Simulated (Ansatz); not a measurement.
# Sn: tests of the settings

The task, for Sn: relax the cell with several choices of dispersion correction.

Program: Ansatz 0.2.0. Level of theory: DFT r2SCAN, scalar-relativistic, plane waves, PAW for the base; runs at other levels say so in their headings and inputs. These are calculated values, not measurements.

1 further run of the same task is left out (set aside as unsound or not needed). Runs told in other sessions of the task aren't counted.

### 1 The system as given

Symmetry: I4/mmm, No. 139, tetragonal system. Conventional cell: a = 3.182 Å, b = 3.182 Å, c = 5.831 Å, α = 90.00°, β = 90.00°, γ = 90.00°. Around Sn (site symmetry 4/mmm) lie 4 Sn at 3.18 Å.

Structure file:

```
CELL_PARAMETERS angstrom
-1.59075 1.59075 2.91565
1.59075 -1.59075 2.91565
1.59075 1.59075 -2.91565
ATOMIC_POSITIONS crystal
Sn 0.00000 0.00000 0.00000
```

The structure comes from the Crystallography Open Database; it is used as listed.

### 2 The base input

Input file input.yaml:

```yaml
crystal:
  lattice:
    - [-1.59075, 1.59075, 2.91565]
    - [1.59075, -1.59075, 2.91565]
    - [1.59075, 1.59075, -2.91565]
  atoms:
    - { symbol: Sn, position: [0.0, 0.0, 0.0] }
basis:
  ecutwfc: 500
kpoints:
  mp_grid: { grid: [18, 18, 18] }
hamiltonian:
  xc: r2scan
scf:
  occupations: { method: gaussian, width: 0.1 }
output:
  forces: true
  stress: true
  eigenvalues: true
  populations: true
```

Its results, from an earlier run: -6038.3615 eV/atom at zero smearing, pressure -2.79 GPa, largest force 0.000 eV/Å, no gap on the mesh, in 6 SCF cycles and 41 s.

### 3 Relaxation, dispersion correction: D3(BJ)

Input file input.yaml:

```yaml
crystal:
  lattice:
    - [-1.59075, 1.59075, 2.91565]
    - [1.59075, -1.59075, 2.91565]
    - [1.59075, 1.59075, -2.91565]
  atoms:
    - { symbol: Sn, position: [0.0, 0.0, 0.0] }
basis:
  ecutwfc: 500
kpoints:
  mp_grid: { grid: [18, 18, 18] }
hamiltonian:
  xc: r2scan
  dispersion: d3bj
scf:
  occupations: { method: gaussian, width: 0.1 }
output:
  forces: true
  stress: true
  eigenvalues: true
  write_density: true
  write_potential: true
  elf: true
  volumetric_format: npy
relax:
  adjacent_minimum: "off"
  f_tol: 0.01
  max_steps: 60
  cell: { stress_tol: 0.05 }
```

Started as:

```sh
$ ansatz run input.yaml --threads 1 --pin off --max-ram 2560MiB --backend cpu --events-out ev --progress --plain --runs-dir out
```

### 4 Relaxing with dispersion correction D3(BJ)+ATM

input.yaml: that of step 3 with these lines changed.

```diff
@@ -13,3 +13,3 @@
   xc: r2scan
-  dispersion: d3bj
+  dispersion: d3bjatm
 scf:
@@ -20,6 +20,2 @@
   eigenvalues: true
-  write_density: true
-  write_potential: true
-  elf: true
-  volumetric_format: npy
 relax:
```

### 5 Relaxation, dispersion correction: D4

input.yaml: that of step 4 with these lines changed.

```diff
@@ -13,3 +13,3 @@
   xc: r2scan
-  dispersion: d3bjatm
+  dispersion: d4
 scf:
```

### 6 Relaxing with dispersion correction r2SCAN, rVV10

input.yaml: that of step 5 with these lines changed.

```diff
@@ -13,3 +13,3 @@
   xc: r2scan
-  dispersion: d4
+  dispersion: rvv10
 scf:
```

(Steps that only read results are left out.)

Q: Predict the outcome of the series: the values and the trend.

The runs gave:

```
                                         quantity                                                                                                                                value
relaxed volume by dispersion correction (Å³/atom)  r2SCAN, none: 27.36; r2SCAN, D3(BJ): 26.76; r2SCAN, D3(BJ)+ATM: 26.87; r2SCAN, D4: 26.93; r2SCAN, none: 27.36; r2SCAN, rVV10: 26.85
```

In words: The relaxed volumes span 2.2 %, from r2SCAN, D3(BJ) (smallest) to r2SCAN, none (largest). r2SCAN, none comes nearest to the reported cell (-7.3 %).
